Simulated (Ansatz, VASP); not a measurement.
# Al36N35 (V_N) in two plane-wave programs

Wanted: the spread between two codes on one cell, functional and k mesh. The cell is taken from a series of runs on this material, whose earlier steps may have relaxed, scaled, displaced or heated it; both programs get it as it stands.

Method: plane waves, with VASP 6.6.1 beside it; single point at r2SCAN, in Ansatz 0.2.0.

## (1) The structure

The cell holds 71 atoms: 36 Al and 35 N. Its edges and angles: a = 9.320 Å, b = 9.320 Å, c = 9.957 Å, α = 90.0°, β = 90.0°, γ = 120.0°. It derives from AlN (AlN (P6_3mc)). Nearest the centre at fractional (0.556, 0.444, 0.440): Al18 at 1.76 Å, Al30 at 1.78 Å, Al14 at 1.79 Å, Al17 at 1.86 Å, Al19 at 3.02 Å, N53 at 3.03 Å, N64 at 3.07 Å, N67 at 3.07 Å. The cell carries charge −1.

Structure file:

```cif
data_structure
_symmetry_space_group_name_H-M 'P 1'
_symmetry_Int_Tables_number 1
_cell_length_a 9.3201
_cell_length_b 9.3201
_cell_length_c 9.9571
_cell_angle_alpha 90.000
_cell_angle_beta 90.000
_cell_angle_gamma 120.000
_cell_volume 749.04
loop_
_atom_site_label
_atom_site_type_symbol
_atom_site_fract_x
_atom_site_fract_y
_atom_site_fract_z
_atom_site_occupancy
Al1 Al 0.22255 0.11003 0.24903 1
Al2 Al 0.11285 0.22303 0.49896 1
Al3 Al 0.22198 0.11059 0.74818 1
Al4 Al 0.11072 0.22112 0.99987 1
Al5 Al 0.22443 0.44346 0.25124 1
Al6 Al 0.11057 0.55521 0.49942 1
Al7 Al 0.22092 0.44413 0.75075 1
Al8 Al 0.11074 0.55432 0.00049 1
Al9 Al 0.22231 0.77680 0.24972 1
Al10 Al 0.11126 0.88783 0.49925 1
Al11 Al 0.22207 0.77701 0.74932 1
Al12 Al 0.11109 0.88807 0.99876 1
Al13 Al 0.55467 0.11091 0.25032 1
Al14 Al 0.44050 0.23345 0.49506 1
Al15 Al 0.55501 0.11063 0.74784 1
Al16 Al 0.44448 0.22135 0.99588 1
Al17 Al 0.55986 0.43943 0.25402 1
Al18 Al 0.45318 0.54597 0.50428 1
Al19 Al 0.55425 0.44478 0.74354 1
Al20 Al 0.44555 0.55352 0.99937 1
Al21 Al 0.55568 0.77471 0.25119 1
Al22 Al 0.44386 0.88847 0.49944 1
Al23 Al 0.55492 0.77808 0.75081 1
Al24 Al 0.44478 0.88839 0.00050 1
Al25 Al 0.88866 0.11041 0.25067 1
Al26 Al 0.77570 0.22339 0.49885 1
Al27 Al 0.88846 0.11058 0.74862 1
Al28 Al 0.77757 0.22149 0.99937 1
Al29 Al 0.88821 0.44442 0.25026 1
Al30 Al 0.76562 0.55857 0.49496 1
Al31 Al 0.88840 0.44406 0.74785 1
Al32 Al 0.77776 0.55461 0.99582 1
Al33 Al 0.88911 0.77654 0.24900 1
Al34 Al 0.77601 0.88615 0.49894 1
Al35 Al 0.88844 0.77704 0.74817 1
Al36 Al 0.77799 0.88836 0.99987 1
N37 N 0.21625 0.10584 0.43850 1
N38 N 0.11089 0.22085 0.19018 1
N39 N 0.22095 0.11021 0.93863 1
N40 N 0.11070 0.22174 0.69026 1
N41 N 0.22340 0.44575 0.44082 1
N42 N 0.11196 0.55394 0.19097 1
N43 N 0.22150 0.44339 0.94183 1
N44 N 0.11063 0.55488 0.69019 1
N45 N 0.22191 0.77720 0.44004 1
N46 N 0.11168 0.88745 0.18860 1
N47 N 0.22229 0.77685 0.94014 1
N48 N 0.11115 0.88788 0.69008 1
N49 N 0.55262 0.11315 0.44097 1
N50 N 0.44283 0.21739 0.18460 1
N51 N 0.55592 0.10981 0.93877 1
N52 N 0.44359 0.21982 0.69010 1
N53 N 0.44688 0.55225 0.19140 1
N54 N 0.55563 0.44346 0.93688 1
N55 N 0.44134 0.55764 0.69680 1
N56 N 0.55333 0.77571 0.44074 1
N57 N 0.44516 0.88716 0.19093 1
N58 N 0.55571 0.77761 0.94187 1
N59 N 0.44425 0.88840 0.69020 1
N60 N 0.88735 0.11172 0.44093 1
N61 N 0.77773 0.22131 0.19014 1
N62 N 0.88853 0.11056 0.93980 1
N63 N 0.77761 0.22151 0.68963 1
N64 N 0.88597 0.44642 0.44087 1
N65 N 0.78180 0.55630 0.18451 1
N66 N 0.88932 0.44318 0.93877 1
N67 N 0.77917 0.55543 0.69008 1
N68 N 0.89330 0.78286 0.43844 1
N69 N 0.77829 0.88822 0.19016 1
N70 N 0.88895 0.77818 0.93862 1
N71 N 0.77726 0.88830 0.69025 1
```

## (2) Ansatz: single point, r2SCAN

Ansatz runs on its default PAW (the set named soft_2) files.

A single point gives forces, pressure and levels at one fixed geometry, so differences don't come from the geometry; what else differs is listed under the comparison.

Input file input.yaml:

```yaml
crystal:
  checkpoint: "../qm1_M2.relax.run"
  host: checkpoint
total_charge: -1
basis:
  ecutwfc: 500
  xc_grid: 2
hamiltonian:
  xc: r2scan
kpoints:
  mp_grid: { grid: [2, 2, 2], shift: [0.5, 0.5, 0.5] }
magnetization:
  spin_polarized: true
  initial_magnetization: 2
  spin_locking: { lock_magnetization: hard }
scf:
  occupations: { method: fermi_dirac, width: 0.01 }
  max_iter: 60
output:
  forces: true
  eigenvalues: true
  charged_corrections:
    epsilon: [4.48, 4.48, 4.71]
    static_epsilon: [8.13, 8.13, 9.66]
    defect_position: [0.555556, 0.444444, 0.440398]
  eigenstates: { localisation: true }
  populations: true
  efg: {}
checkpoint:
  read: "../qm1_M2.relax.run"
  write: "../qm1_M2.point.run"
  compress: false
  write_wavefunctions: false
  write_every: 100000
```

The run is started by

```console
$ ansatz run input.yaml --threads 4 --pin off --max-ram 7536MiB --backend cpu --events-out ev --progress --plain --runs-dir out
```

Numbers of over 12 decimals in the logs are rounded to 6 here.

The log of the run:

```text
Warning: This run holds its total moment fixed (magnetization.spin_locking.lock_magnetization: hard) and mixes its density by anderson or broyden (scf.mixing.algorithm, typed or taken by auto). Slabs with a fixed moment have converged under broyden above another state at the same moment, at the default mixing steps and at smaller ones, and under scf.lower_state_search: standard, light or off a state that such a mixer [...]
crystal.checkpoint: the structure is that of <dir>, a `relax` run, at its step 10: its result, under r2scan at a charge of -1 e; 71 atoms read, 0 with a starting moment; crystal.structure_sha256 for this input is
Engine: ansatz 0.2.0, aarch64-unknown-linux-gnu
Pseudopotentials: kind: paw
Pseudopotential: Al, paw, valence charge 3, recommended cutoff 500 eV (meta_gga), Al.paw.azcp
Pseudopotential: N, paw, valence charge 5, recommended cutoff 500 eV (meta_gga), N.paw.azcp
Functional definition: r2SCAN
  parameter k0 = 0.174
  parameter k1 = 0.065
  parameter a1 = 4.9479
  exchange = r2scan_x(k0 = k0, k1 = k1, a1 = a1)
  correlation = r2scan_c
Crystal: 71 atoms, lattice volume = 749.039 Å³
Basis set: ecut = 500 eV, 18913 PW (Γ), exchange–correlation on 144×144×150 points (8 copies of the dense FFT grid, shifted against one another)
Bands: 214, of which v1, the nominal top of the filled ones, is band 142 counted from 1 (141 counted from 0)
Symmetry: 1 space group operations
Space group: P1 (ITA 1), of the structure as read, at distance tolerance 9.1e-5 Å
Magnetic group: BNS 1.1 (UNI 1), of the structure as read, at distance tolerance 9.1e-5 Å
k-points: 4 of 8 (time reversal used)
Non-local potential: Al, projectors of the file, l = 0: 2, l = 1: 2, l = 2: 1
Non-local potential: N, projectors of the file, l = 0: 2, l = 1: 2, l = 2: 1
PAW form: soft (Blöchl's): semilocal exchange-correlation on the pseudo side does not see the compensation charge
PAW frozen core: Al, regenerated for the run's functional (the file was generated under x = pbe(κ = 0.804, μ = 0.219515), c = pbe(β = 0.066725))
PAW frozen core: N, regenerated for the run's functional (the file was generated under x = pbe(κ = 0.804, μ = 0.219515), c = pbe(β = 0.066725))
PAW one-centre angular grid: Al, 302 points (default); XC on 160 Gauss nodes
PAW one-centre angular grid: N, 302 points (default); XC on 160 Gauss nodes
Initial density: read from a saved state, or passed on in memory by an earlier SCF of this step, an earlier step, the calling program or the single point that the run made first
Stability of the state it starts from, as read at its close in the collinear treatment: not read, because the mixer in use, unlike msr1, does not test its closes by its own steps (another_mixer); its run was given moments
Starting moments: Σ|m| = 2 μB on 71 of 71 sites; this step starts from the density that it was given
Initial wavefunctions: pseudopotential atomic-orbital guess — the wavefunctions supplied were not used: k-point sampling differs
Functional: x = r2scan, c = r2scan; τ floored in thin density (d = 2e-4 eV/Å³)
iter 1 solved again at ethr=5.09e-6 eV; its pass at ethr=3.10e-3 eV (dr2=1.44e-2 eV) is discarded
SCF iter   1: F=—  HF=-33023.354041 eV  |F-HF|=—  |Δ(HF+E_count)|=         —  Δρ=9.13e-4 (↑9.13e-4 ↓8.12e-4)  dr2=1.31e-2  dr2_τ=3.14e-4  dr2_m=9.52e-4  M=2.000 μB ∫|m|=2.172 μB  β_m=1.20  ethr=5.09e-6  ⟨swp⟩=10.1  Hψ=12699  notcnv=0  defer=3
preconditioner: auto → Resta (q_TF=auto, 2.321 Å⁻¹)  ε∞=3.7  [insulator: Δε(μ)=0.932 eV  Ē_g=14.022 eV  σ=0.010 eV  W_gap=1.00  n_scr=144 (ndim 8)  ℏωp=22.9 eV  f_vac=0.000  D(μ)=0.00/eV (n_scr^D=0)  ε∞_Penn≈3.7]
spin=Collinear: Resta preconditioning applied to the charge; magnetization (m = ρ↑ − ρ↓) channel mixes plain (no charge-response kernel on spin).
SCF iter   2: F=—  HF=-33023.355424 eV  |F-HF|=—  |Δ(HF+E_count)|=   1.38e-3  Δρ=5.26e-4 (↑5.26e-4 ↓5.07e-4)  dr2=4.85e-3  dr2_τ=4.53e-5  dr2_m=4.01e-5  M=2.000 μB ∫|m|=2.174 μB  β_m=1.20  ethr=4.60e-6  ⟨swp⟩=3.1  Hψ=3247  notcnv=0  defer=126  κ⁻¹=1.0e0(r=1)
SCF iter   3: F=—  HF=-33023.355854 eV  |F-HF|=—  |Δ(HF+E_count)|=   4.30e-4  Δρ=2.77e-4 (↑2.67e-4 ↓2.77e-4)  dr2=1.13e-3  dr2_τ=8.24e-6  dr2_m=5.10e-6  M=2.000 μB ∫|m|=2.175 μB  β_m=1.20  ethr=1.71e-6  ⟨swp⟩=2.0  Hψ=2769  notcnv=0  defer=130  κ⁻¹=8.2e-2(r=2)
[...]
k-point 1 ↑: bands = [... 138 lower, 6.4573, 6.5476, 6.8828, 10.1125, 10.2015, 11.5032, 12.5018, 12.7866, ... 68 higher]
  k-point 2 ↑: bands = [... 138 lower, 6.5271, 6.5479, 6.7719, 10.1830, 10.4890, 11.4274, 12.5372, 12.6141, ... 68 higher]
  k-point 3 ↓: bands = [... 138 lower, 6.5512, 6.5870, 7.2291, 11.4991, 11.6970, 12.0926, 12.5841, 12.7454, ... 68 higher]
--- Löwdin populations: 71 sites ---
  site symbol       q [e]    m [muB]
     0     Al      1.8572     0.0006
     1     Al      1.8657     0.0061
     2      N      6.0909     0.0594
     3      N      6.0878     0.0014
     4     Al      1.8571     0.0019
     5     Al      1.8571     0.0007
     6      N      6.0878     0.0034
     7      N      6.0862     0.0020
     8     Al      1.8637     0.0044
     9     Al      1.8610     0.0102
    10      N      6.0753     0.0363
    11      N      6.0838     0.0009
    12     Al      1.8539     0.0067
    13     Al      1.8578     0.0012
    14      N      6.0876     0.0030
    15      N      6.0897     0.0019
    16     Al      1.8571     0.0001
    17     Al      1.8557     0.0154
    18      N      6.0914     0.0007
    19      N      6.0867     0.0011
    20     Al      1.8550     0.0013
    21     Al      1.8569     0.0010
    22      N      6.0858     0.0005
    23      N      6.0880     0.0008
[...]
63     Al      1.8572     0.0006
    64     Al      1.8658     0.0062
    65      N      6.0910     0.0597
    66      N      6.0879     0.0014
    67     Al      1.8572     0.0019
    68     Al      1.8571     0.0007
    69      N      6.0878     0.0034
    70      N      6.0861     0.0021
  spilling = 0.009164 (of n_electrons = 284.000000)
```

## (3) VASP: single point, r2SCAN

The same cell, functional, mesh and smearing now go to VASP, with its own data sets.

Lines of VASP's logs that name or quote its potential files are left out, and so is its time.

Input file INCAR:

```
SYSTEM = Al36N35
PREC = Accurate
ENCUT = 580
EDIFF = 1E-06
NELM = 200
ISMEAR = -1
SIGMA = 0.01
LREAL = Auto
ALGO = Normal
METAGGA = R2SCAN
LASPH = .TRUE.
NELECT = 284
NBANDS = 192
ISPIN = 2
MAGMOM = -0 -0 0 0 0 0 0 0 0 0.01 0 0 -0 0.04 0 0 0.05 0.04 0 0 0 0 0 0 0 0 0 0 -0 0.04 0 0 -0 -0 0 0 0.05 0 0 0 0.03 0 0 0 0 0 0 0 0.01 0.05 0 0.03 0.01 -0 0.05 0.03 0 0 0 0 0 0 0 0.01 0.05 0 0.03 0.05 0 0 0
LORBIT = 11
LWAVE = .FALSE.
LCHARG = .FALSE.
ISIF = 2
ISYM = 0
NUPDOWN = 2
GGA_COMPAT = .FALSE.
LMIXTAU = .TRUE.
KPAR = 4
```

Input file POSCAR:

```
Al36N35
1.0
    9.3200881827      0.0000000860      0.0000000000
   -4.6600441658      8.0714330888      0.0000000000
    0.0000000000      0.0000000000      9.9571207050
Al N
36 35
Direct
    0.2225454675      0.1100304671      0.2490295105
    0.1128479967      0.2230285818      0.4989567753
    0.2219825252      0.1105870461      0.7481803325
    0.1107214296      0.2211225123      0.9998660049
    0.2244281288      0.4434629554      0.2512446190
    0.1105682722      0.5552071837      0.4994171118
    0.2209189330      0.4441271389      0.7507499058
    0.1107393125      0.5543161269      0.0004877280
    0.2223101954      0.7767990460      0.2497208804
    0.1112634971      0.8878344830      0.4992521709
    0.2220692256      0.7770122772      0.7493169381
    0.1110881633      0.8880670828      0.9987586495
    0.5546734937      0.1109095728      0.2503180845
    0.4405004921      0.2334534845      0.4950648094
    0.5550132314      0.1106250594      0.7478444240
    0.4444830649      0.2213484597      0.9958797344
    0.5598567810      0.4394268869      0.2540233905
    0.4531753824      0.5459693639      0.5042811003
    0.5542502677      0.4447753429      0.7435400822
    0.4455534683      0.5535169295      0.9993695119
    0.5556784189      0.7747136611      0.2511902669
    0.4438619954      0.8884655348      0.4994364973
    0.5549196987      0.7780803526      0.7508055662
    0.4447800100      0.8883894661      0.0004954124
    0.8886629788      0.1104054083      0.2506667314
    0.7756978267      0.2233924198      0.4988460815
    0.8884631084      0.1105765734      0.7486188262
    0.7775731318      0.2214940593      0.9993699096
    0.8882100812      0.4444202705      0.2502606437
    0.7656192006      0.5585720858      0.4949628202
    0.8884034632      0.4440568344      0.7478463818
    0.7777632994      0.5546083783      0.9958159441
    0.8891066452      0.7765426120      0.2489999737
    0.7760147004      0.8861491138      0.4989406390
    0.8884438166      0.7770439070      0.7481742226
    0.7779924893      0.8883580602      0.9998678459
    0.2162518730      0.1058363777      0.4385023824
    0.1108882639      0.2208534955      0.1901812165
    0.2209476446      0.1102077569      0.9386309416
    0.1107046802      0.2217400990      0.6902634806
    0.2233991035      0.4457545019      0.4408152200
    0.1119621177      0.5539352325      0.1909681975
    0.2214979114      0.4433875471      0.9418280876
    0.1106321704      0.5548818652      0.6901860846
    0.2219065323      0.7771952320      0.4400377780
    0.1116765979      0.8874497895      0.1886020273
    0.2222918324      0.7768461684      0.9401435691
    0.1111466616      0.8878815744      0.6900756074
    0.5526215299      0.1131491477      0.4409715542
    0.4428279282      0.2173850735      0.1846046093
    0.5559175238      0.1098099078      0.9387659439
    0.4435873409      0.2198213738      0.6901020820
    0.4468760891      0.5522470067      0.1913995220
    0.5556256477      0.4434641155      0.9368827852
    0.4413441103      0.5576403261      0.6967964086
    0.5533283015      0.7757105618      0.4407399872
    0.4451561704      0.8871648361      0.1909275164
    0.5557132523      0.7776131273      0.9418727724
    0.4442451449      0.8884046869      0.6901987554
    0.8873494573      0.1117231643      0.4409333195
    0.7777279322      0.2213056711      0.1901425789
    0.8885252772      0.1105619788      0.9397989535
    0.7776136783      0.2215091941      0.6896315372
    0.8859744902      0.4464178199      0.4408702098
    0.7817951859      0.5563030066      0.1845072065
    0.8893180318      0.4431778642      0.9387743190
    0.7791677503      0.5554253268      0.6900818986
    0.8933027647      0.7828590286      0.4384438728
    0.7782876631      0.8882194867      0.1901556309
    0.8889469582      0.7781769842      0.9386226477
    0.7772592142      0.8882987222      0.6902516763
```

Input file KPOINTS:

```
Points of the shifted mesh
8
Reciprocal
 0.2500000000  0.2500000000  0.2500000000 1
 0.2500000000  0.2500000000  0.7500000000 1
 0.2500000000  0.7500000000  0.2500000000 1
 0.2500000000  0.7500000000  0.7500000000 1
 0.7500000000  0.2500000000  0.2500000000 1
 0.7500000000  0.2500000000  0.7500000000 1
 0.7500000000  0.7500000000  0.2500000000 1
 0.7500000000  0.7500000000  0.7500000000 1
```

The projector-augmented-wave data sets are Al and N (PBE family, release 64).

The run is started by

```console
$ mpirun -np 8 vasp_std
```

The log of the run:

```text
[banner, memory and clock lines left out]
running    8 mpi-ranks, on    1 nodes
[...]
|                                                                             |
|           W    W    AA    RRRRR   N    N  II  N    N   GGGG   !!!           |
|           W    W   A  A   R    R  NN   N  II  NN   N  G    G  !!!           |
|           W    W  A    A  R    R  N N  N  II  N N  N  G       !!!           |
|           W WW W  AAAAAA  RRRRR   N  N N  II  N  N N  G  GGG   !            |
|           WW  WW  A    A  R   R   N   NN  II  N   NN  G    G                |
|           W    W  A    A  R    R  N    N  II  N    N   GGGG   !!!           |
|                                                                             |
|     For optimal performance we recommend to set                             |
|       NCORE = 2 up to number-of-cores-per-socket                            |
|     NCORE specifies how many cores store one orbital (NPAR=cpu/NCORE).      |
|     This setting can greatly improve the performance of VASP for DFT.       |
[...]
DAV:   5    -0.819779634374E+03   -0.51068E-01   -0.50986E-01  7504   0.164E+00BRMIX: very serious problems
 the old and the new charge density differ
 old charge density:   283.00000 new  284.00000
BRMIX: very serious problems
 the old and the new charge density differ
 old charge density:   283.00000 new  284.00000
BRMIX: very serious problems
 the old and the new charge density differ
 old charge density:   283.00000 new  284.00000
BRMIX: very serious problems
 the old and the new charge density differ
 old charge density:   283.00000 new  284.00000
    0.530E+01
DAV:   6    -0.692481182084E+03    0.12730E+03   -0.30733E+02  7064   0.340E+01    0.234E+01
DAV:   7    -0.667012768026E+03    0.25468E+02   -0.13398E+01  6984   0.101E+01    0.134E+01
DAV:   8    -0.692681184897E+03   -0.25668E+02   -0.94062E+00  6480   0.982E+00    0.763E+00
DAV:   9    -0.659248207842E+03    0.33433E+02   -0.92797E+00  6336   0.832E+00    0.198E+00
[...]
DAV:  23    -0.666651467483E+03   -0.42174E-05   -0.40540E-06  6464   0.548E-03    0.107E-02
DAV:  24    -0.666651469719E+03   -0.22354E-05   -0.20032E-06  3768   0.368E-03    0.293E-03
DAV:  25    -0.666651469203E+03    0.51561E-06   -0.42065E-07  3672   0.288E-03
   1 F= -.66665147E+03 E0= -.66665147E+03  d E =-.113615E-10  mag=     2.0000
```

OUTCAR, selected parts (step 3):

```text
  FREE ENERGIE OF THE ION-ELECTRON SYSTEM (eV)
  ---------------------------------------------------
  free  energy   TOTEN  =      -666.6514692031 eV

  energy  without entropy=     -666.6514692031  energy(sigma->0) =     -666.65146920

 magnetization (x)
# of ion       s       p       d       tot
------------------------------------------
    1       -0.001  -0.001   0.000  -0.001
    2       -0.001  -0.001   0.000  -0.001
    3        0.000   0.000   0.000   0.000
    4        0.000   0.000   0.000   0.000
    5       -0.000   0.000   0.000   0.000
    6        0.003   0.003   0.000   0.006
    7        0.001   0.002   0.000   0.003
    8        0.000   0.000   0.000   0.000
    9        0.000   0.000   0.000   0.000
   10        0.005   0.006   0.000   0.010
   11        0.000   0.000   0.000   0.000
   12        0.000   0.000   0.000   0.000
   13       -0.000  -0.001   0.000  -0.001
[...]
--------------------------------------------------
tot          0.229   0.528   0.000   0.757
```

The run ends at a pressure of 1.97 GPa, with forces up to 0.078 eV/Å.

## (4) Side by side

Known differences besides the potentials themselves: VASP starts from the moments at which Ansatz ended; VASP keeps PBE cores, Ansatz makes them for the functional; the cutoff is 500 eV in Ansatz and 580 eV in VASP (PREC = Accurate, projectors in real space); site moments are counted in spheres of each program's own size. Total energies have different zeros and are not compared.

Compared:

```
                             quantity  Ansatz  VASP  difference
total moment, fixed by the input (μB)    2.00  2.00        0.00
                  moment on Al17 (μB)    0.05  0.09       -0.04
                  moment on Al14 (μB)    0.04  0.08       -0.04
                  moment on Al30 (μB)    0.04  0.08       -0.04
                  moment on Al18 (μB)    0.04  0.07       -0.03
```

Forces on 9 of the 71 atoms, those with the largest forces and the largest differences (eV/Å; atoms numbered as in POSCAR):

```
atom         Ansatz x, y, z           VASP x, y, z
 Al2  -0.049, 0.048, -0.011  -0.051, 0.046, -0.024
Al14  -0.051, -0.021, 0.005  -0.049, -0.026, 0.017
Al30   -0.012, 0.054, 0.010   -0.005, 0.056, 0.023
Al33  0.022, -0.019, -0.054  0.023, -0.020, -0.052
Al34  -0.067, 0.023, -0.012  -0.066, 0.027, -0.024
 N37   0.041, -0.072, 0.001   0.038, -0.067, 0.002
 N46   -0.049, 0.030, 0.028   -0.050, 0.031, 0.025
 N60   0.056, -0.036, 0.024   0.056, -0.036, 0.028
 N68   0.082, -0.002, 0.006   0.078, -0.003, 0.007
```

The forces differ by 3.9 meV/Å r.m.s., which is 13.8 % of the r.m.s. force of 0.028 eV/Å (both taken over all components). The cell carries a charge of -1 e against a uniform background, so its pressure also hangs on how the neutralising background is counted, and in a defect's cell a gap may be the spacing between its levels.

## (5) Results

```json
{
 "difference in moment on Al17 (single point, r2SCAN)": "-0.043 μB"
}
```

The difference in moment on Al17 is -0.043 μB (single point, r2SCAN). How closely two codes agree says nothing of how well the functional describes the real material.

[Lines on the potential files, build, host, timing and source positions are cut from VASP's logs without a mark.]

[Logs are printed without paths, hosts, clocks, repeated set-up lines and the standing remarks that a program may print on its own settings, such as how far it seeks lower states.]

[Hosts, paths, dates, database ids (printed as entryN), source tags and the programs' standing remarks are cut or masked in the printed files.]
